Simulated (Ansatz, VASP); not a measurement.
# Os in VASP and in Ansatz

```
Os
1.0
     2.73631    0.00000    0.00000
    -1.36815    2.36971    0.00000
     0.00000    0.00000    4.32243
Os
2
Cartesian
  0.0000 1.5798 1.0806
  1.3682 0.7899 3.2418
```

Alike in both runs: functional r2SCAN; k mesh 18 × 18 × 10; occupations gaussian, width 0.1 eV; no spin polarisation.

Ansatz relaxed the structure, and its values are those at the end. VASP's run is a single point on that final structure, the one shown.

|  | VASP | Ansatz |
| --- | --- | --- |
| version | VASP 6.6.1 | Ansatz 0.2.0 |
| potentials or method | VASP PAW PBE potentials, release 64 (Os) | scalar-relativistic, plane waves, PAW |
| plane-wave cutoff (eV) | 520 | 500 |
| valence electrons in the cell | 16 | 32 |

|  | VASP | Ansatz | Ansatz less VASP |
| --- | --- | --- | --- |
| gap on the k mesh at the Fermi level (eV) | none | none | - |
| pressure (GPa) | 1.0 | 0.0 | -1.00 |

A gap of «none» marks a metal or a gap that the smearing closes. The two sets of potentials don't hold the same shells in valence.

Caveats: the PAW data sets were made with another functional, which shifts forces and pressure a little (VASP). Spin-orbit coupling is left out, which matters for the levels of Os.
